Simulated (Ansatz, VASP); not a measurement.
**One calculation of Al, two programs**

```
Al
1.0
     2.26912    1.31008    0.90812
    -2.26912    1.31008    0.90812
     0.00000   -2.62016    0.90812
Al
1
Direct
  0.50000 0.50000 0.50000
```

Alike in both runs: functional r2SCAN; k mesh 9 × 9 × 9; occupations gaussian, width 0.1 eV; no spin polarisation.

Ansatz relaxed the structure, and its values are those at the end. VASP's run is a single point on that final structure, the one shown.

```csv
,VASP,Ansatz
version,VASP 6.6.1,Ansatz 0.2.0
potentials or method,"VASP PAW PBE potentials, release 64 (Al)","scalar-relativistic, plane waves, PAW"
plane-wave cutoff (eV),520,500
valence electrons in the cell,3,3
```

VASP gave:

* gap on the k mesh at the Fermi level (eV): none
* pressure (GPa): -0.5

Task: Estimate Ansatz's values.

Result: gap on the k mesh at the Fermi level (eV): none; pressure (GPa): -0.2.

A gap of «none» marks a metal or a gap that the smearing closes.

Caveats: the PAW data sets were made with another functional, which shifts forces and pressure a little (VASP).
